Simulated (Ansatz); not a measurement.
HfSiO4 (Hafnon):

```xyz
12
Lattice="-3.2862 3.2862 2.9816 3.2862 -3.2862 2.9816 3.2862 3.2862 -2.9816" Properties=species:S:1:pos:R:3 pbc="T T T"
Hf    0.0000    0.0000    0.0000
Hf    0.0000    3.2862    1.4908
Si    0.0000    0.0000    2.9816
Si    3.2862    0.0000    1.4908
O     2.0736    3.2862    1.0746
O     3.2863   -1.2126    2.5654
O     1.2126    0.0000    4.0562
O     3.2862    1.2126    2.5654
O     2.0736    0.0000    0.4162
O     0.0000    1.2126    1.9070
O     4.4989    0.0000    0.4162
O     3.2862    2.0736   -1.0746
```

```yaml
Program: Ansatz 0.2.0
Task: relaxation of cell and atoms
Functional: RPBE
Potentials_or_basis: Ansatz PAW
Cutoff: "420 eV (not typed: the program's choice for these potentials)"
k_mesh: 6 × 6 × 6
Occupations: fermi-dirac, width 0.05 eV
Spin: no spin polarisation
```

At the start: volume 10.73 Å³/atom.

Q: Where does the relaxation end?

A: It ends after 9 steps and the volume is 11.31 Å³/atom (+5.4 %); space group I4_1/amd (No. 141, to 0.05 Å).

Step by step:
| step | energy change (eV) | largest force (eV/Å) | volume (Å³) |
| --- | --- | --- | --- |
| 1 | 0.0000 | 0.3679 | 128.80 |
| 2 | -0.1751 | 0.6847 | 135.08 |
| 3 | -0.2117 | 0.0855 | 135.30 |
| 4 | -0.2132 | 0.0351 | 135.33 |
| 5 | -0.2135 | 0.0150 | 135.36 |
| 6 | -0.2135 | 0.0003 | 135.38 |
| 7 | -0.2494 | 0.0008 | 135.38 |
| 8 | -0.2486 | 0.0003 | 135.72 |
| 9 | -0.2499 | 0.0004 | 135.72 |

Final structure:
```
Hf Si O
1.0
    -3.35019    3.35019    3.02302
     3.35019   -3.35019    3.02302
     3.35019    3.35019   -3.02302
Hf Si O
2 2 8
Cartesian
  0.0000 0.0000 0.0000
  0.0000 3.3502 1.5115
  0.0000 0.0000 3.0230
  3.3502 0.0000 1.5115
  2.1194 3.3502 1.0943
  3.3502 -1.2308 2.6058
  1.2308 0.0000 4.1173
  3.3502 1.2308 2.6058
  2.1194 0.0000 0.4172
  0.0000 1.2308 1.9287
  4.5810 0.0000 0.4172
  3.3502 2.1194 -1.0943
```

Caveat: the plane-wave basis is chosen anew once the cell has moved, so the energies of steps on either side of that aren't comparable; the pressure holds a Pulay correction of +0.6 GPa for the finite cutoff; the PAW data sets come from PBE, with cores solved anew for the run's functional, which leaves a small shift of forces and pressure.
